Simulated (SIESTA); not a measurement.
The system is SnSe.

```
CELL_PARAMETERS angstrom
11.42000 0.00000 0.00000
0.00000 4.19000 0.00000
0.00000 0.00000 4.46000
ATOMIC_POSITIONS crystal
Sn 0.87700 0.75000 0.90900
Sn 0.62300 0.25000 0.40900
Sn 0.37700 0.75000 0.59100
Sn 0.12300 0.25000 0.09100
Se 0.64300 0.75000 0.98400
Se 0.85700 0.25000 0.48400
Se 0.14300 0.75000 0.51600
Se 0.35700 0.25000 0.01600
```

Base run:

| Quantity | Value |
| --- | --- |
| Program | SIESTA 5.4.2 |
| Functional | PBE |
| Potentials or basis | PseudoDojo 0.4 standard (PBE files) |
| Basis | DZP (energy shift 0.002 Ry) |
| Grid cutoff | 500 Ry |
| Energy shift | 0.002 Ry |
| k mesh | 3 × 6 × 6 |
| Occupations | fermi-dirac, width 0.05 eV |
| Spin | no spin polarisation |

Its results: band gap on the k mesh 0.55 eV, indirect (least direct gap 0.71 eV); pressure 4.9 GPa; largest force 0.808 eV/Å.

Task: The run is repeated on the same cell with these changes: functional from PBE to BLYP. What comes out?

Result: Band gap on the k mesh 0.69 eV, indirect (least direct gap 0.86 eV); pressure 8.8 GPa; largest force 0.841 eV/Å.

BLYP binds less tightly than PBE, so the same cell stands under more pressure.

Caveats: semicore shells carry a single zeta, which can move pressures by several GPa and volumes by a few percent; spin-orbit coupling is left out, which moves the levels of the heavy elements; the basis of atomic orbitals isn't converged, which shifts pressures, moduli and gaps; the potentials were made for another functional, which shifts forces and pressure (some runs).

Not every run made on this cell is shown here.
